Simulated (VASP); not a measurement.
Li2S (antifluorite), r²SCAN single-point calculation: VASP's output and Ansatz's

POSCAR

```
S  Li
 1.0000000000000000
     0.0000000000000000    2.8452942153806053    2.8452942153806053
     2.8452942153806053    0.0000000000000000    2.8452942153806053
     2.8452942153806053    2.8452942153806053    0.0000000000000000
 S   Li
   1   2
Cartesian
 -0.0000000000000000  0.0000000000000000  0.0000000000000000
  1.4226471076903027  1.4226471076903027  1.4226471076903027
  4.2679413230709082  4.2679413230709082  4.2679413230709082
```

VASP ran with the recommended PBE PAW datasets (12 valence electrons in the cell).

From OUTCAR

```
k-points           NKPTS =     29   k-points in BZ     NKDIM =     29   number of bands    NBANDS=     13

   NELECT =      12.0000    total number of electrons

   dimension x,y,z NGX =    30 NGY =   30 NGZ =   30
   dimension x,y,z NGXF=    60 NGYF=   60 NGZF=   60

  energy-cutoff  :      520.00
  volume of cell :       46.07
      direct lattice vectors                 reciprocal lattice vectors
     0.000000000  2.845294215  2.845294215    -0.175728751  0.175728751  0.175728751
     2.845294215  0.000000000  2.845294215     0.175728751 -0.175728751  0.175728751
     2.845294215  2.845294215  0.000000000     0.175728751  0.175728751 -0.175728751

 k-points in reciprocal lattice and weights: KPOINTS created by Atomic Simulation Env
   0.00000000  0.00000000  0.00000000       0.002
   0.12500000  0.00000000  0.00000000       0.016
   0.25000000  0.00000000  0.00000000       0.016
   0.37500000  0.00000000  0.00000000       0.016
   0.50000000  0.00000000  0.00000000       0.008
   0.12500000  0.12500000  0.00000000       0.012
   0.25000000  0.12500000  0.00000000       0.047
   0.37500000  0.12500000  0.00000000       0.047
   ...

 E-fermi :   1.3618

 k-point     1 :       0.0000    0.0000    0.0000
  band No.  band energies     occupation
      1     -44.3916      2.00000
      2     -44.3499      2.00000
      3     -10.2733      2.00000
      4       1.2128      2.00000
      5       1.2128      2.00000
      6       1.2129      2.00000
      7       6.2649      0.00000
      8       8.1228      0.00000
      9       8.1228      0.00000
     10       8.1235      0.00000
     11      12.9761      0.00000
     12      12.9761      0.00000
     13      14.6604      0.00000

 k-point     2 :       0.1250    0.0000    0.0000
  band No.  band energies     occupation
      1     -44.3899      2.00000
      2     -44.3514      2.00000
      3     -10.2154      2.00000
      4       0.6323      2.00000
      5       1.1254      2.00000
      6       1.1255      2.00000
      7       6.6841      0.00000
      8       8.3671      0.00000
      9       8.3676      0.00000
     10       8.4958      0.00000
     11      12.0830      0.00000
     12      12.0832      0.00000
     13      14.8052      0.00000

 k-point     3 :       0.2500    0.0000    0.0000
  band No.  band energies     occupation
      1     -44.3851      2.00000
      2     -44.3556      2.00000
      3     -10.0670      2.00000
      4      -0.4620      2.00000
      5       0.9345      2.00000
      6       0.9345      2.00000
      7       7.3699      0.00000
      8       8.6832      0.00000
      9       8.6838      0.00000
     10       9.3821      0.00000
     11      11.7519      0.00000
     12      11.7522      0.00000
     13      15.2541      0.00000

 k-point     4 :       0.3750    0.0000    0.0000
  band No.  band energies     occupation
      1     -44.3780      2.00000
      2     -44.3621      2.00000
      3      -9.9044      2.00000
      4      -1.3448      2.00000
      5       0.7661      2.00000
      6       0.7662      2.00000
      7       7.9420      0.00000
      8       8.5399      0.00000
      9       8.5403      0.00000
     10      10.1082      0.00000
     11      12.9371      0.00000
     12      12.9374      0.00000
     13      15.8544      0.00000

 k-point     5 :       0.5000    0.0000    0.0000
  band No.  band energies     occupation
      1     -44.3699      2.00000
      2     -44.3698      2.00000
      3      -9.8320      2.00000
      4      -1.6758      2.00000
      5       0.7018      2.00000
      6       0.7019      2.00000
      7       8.1902      0.00000
      8       8.4074      0.00000
      9       8.4078      0.00000
     10      10.3461      0.00000
     11      14.9450      0.00000
     12      14.9452      0.00000
     13      15.2236      0.00000

 k-point     6 :       0.1250    0.1250    0.0000
  band No.  band energies     occupation
      1     -44.3894      2.00000
      2     -44.3518      2.00000
      3     -10.1964      2.00000
      4       0.7452      2.00000
      5       0.9441      2.00000
      6       0.9442      2.00000
      7       6.7779      0.00000
      8       8.2587      0.00000
      9       8.6448      0.00000
     10       8.6452      0.00000
     11      11.1272      0.00000
     12      13.2392      0.00000
     13      15.2256      0.00000

 k-point     7 :       0.2500    0.1250    0.0000
  band No.  band energies     occupation
      1     -44.3859      2.00000
      2     -44.3548      2.00000
      3     -10.0786      2.00000
      4      -0.1182      2.00000
      5       0.7014      2.00000
      6       0.8418      2.00000
      7       7.1823      0.00000
      8       8.6370      0.00000
      9       9.0936      0.00000
     10       9.1263      0.00000
     11      10.9314      0.00000
     12      13.0528      0.00000
     13      15.6695      0.00000

 ...

  Total       -0.0295736     -0.0295736     -0.0295736      0.0000000      0.0000000      0.0000000
  in kB       -1.0284959     -1.0284959     -1.0284959      0.0000000      0.0000000      0.0000000
  external PRESSURE =      -1.0284959 kB  Pullay stress =       0.0000000 kB

 POSITION                                       TOTAL-FORCE (eV/Angst)
 -----------------------------------------------------------------------------------
      0.00000      0.00000      0.00000        -0.000000      0.000000     -0.000000
      1.42265      1.42265      1.42265        -0.000000     -0.000000      0.000000
      4.26794      4.26794      4.26794         0.000000      0.000000     -0.000000
 -----------------------------------------------------------------------------------
    total drift:                                0.000000     -0.000000      0.000000

  FREE ENERGIE OF THE ION-ELECTRON SYSTEM (eV)
  ---------------------------------------------------
  free  energy   TOTEN  =       -17.3816531595 eV

  energy  without entropy=      -17.3816531595  energy(sigma->0) =      -17.38165316
```

Datasets and cutoffs are each program's own. VASP's cell holds 12 valence electrons and Ansatz's 12. Ansatz's stress includes a Pulay correction; VASP's doesn't.

Problem. What does Ansatz give for the same cell and level of theory?

Solution. gap between bands v and c 3.87 eV; least direct gap 4.96 eV; pressure 0.0 GPa.

Ansatz printed

```
SCF 1 converged in 6 iterations: F = -1320.616126 eV  dr2 = 5.35e-8
  greatest PAW one-centre occupation: 0.999 electrons in one spin orbital (limit 2), on the Li atom at site 2 (counted from 0), in its partial waves of l = 0
NSCF: frozen V_eff on 7 k-points
SCF converged after 6 iterations
Free energy (F): -1320.616126 eV
Harris-Foulkes:  -1320.616126 eV  (|F-HF|=2.65e-8)
Internal energy: -1320.616126 eV  (E = F + TS)
E sigma→0 (E₀):  -1320.616126 eV
Fermi energy:    2.095112 eV
--- Per-component energies (eV) ---
  E_band       = -187.058612
  E_kinetic    = 152.810391
  E_local      = -368.272491  (includes V_loc(G=0)·N_el)
  E_nonlocal   = -38.375769
  E_hartree    = 112.156144
  E_xc         = -114.435715
  E_vxc        = -126.820100  (∫ρ·V_xc dr)
  E_paw        = -653.273097  (= ΣΔE_a)
  E_vpaw       = -37.083370  (= ΣTr[D̂ρ^β])
  E_aug_tail   = -0.000206  (compensation charges beyond the density's cutoff)
  E_vtau       = 6.371207  (kinetic-family band-sum trace: ∫τ·v_τ [+ j·A + Jᵃ·Aᵃ] dr)
  E_ewald      = -411.115615
  E_core_change = -0.109767  (= ΣΔE_core)
  E_smearing   = -0.000000  (= −TS)
  E_closure    = -0.000000  (closes the sum)
  Σ components = -1320.616126   (vs F -1320.616126, Δ=0.00e0)
--- Forces (eV/Å), atoms counted from 1 ---
  atom   1  S     -0.00000000     0.00000000    -0.00000000
  atom   2  Li     0.00000000    -0.00000000    -0.00000000
  atom   3  Li     0.00000000    -0.00000000    -0.00000000
  max |Σ_I F_I| component: 5.09e-17 eV/Å
--- Stress (GPa, compression-positive) ---
        0.001579       0.000000       0.000000
       -0.000000       0.001579       0.000000
        0.000000      -0.000000       0.001579
  P = ⅓ Tr σ = 0.0016 GPa (0.016 kbar)
--- Band table (eV; the first three rows and the last of 29) ---
  k-point 0: bands = ["-43.3787", "-43.3369", "-9.4184", "2.0951", "2.0951", "2.0951", "7.0529", "9.0071", "9.0071", "9.0071"]
  k-point 1: bands = ["-43.3770", "-43.3383", "-9.3584", "1.5059", "2.0084", "2.0084", "7.4866", "9.2491", "9.2491", "9.3612"]
  k-point 2: bands = ["-43.3721", "-43.3426", "-9.2047", "0.3996", "1.8190", "1.8190", "8.1755", "9.5629", "9.5629", "10.2250"]
  k-point 28: bands = ["-43.3566", "-43.3566", "-8.8144", "0.2398", "0.2398", "0.3419", "8.0518", "10.1707", "11.7010", "11.7010"]
```
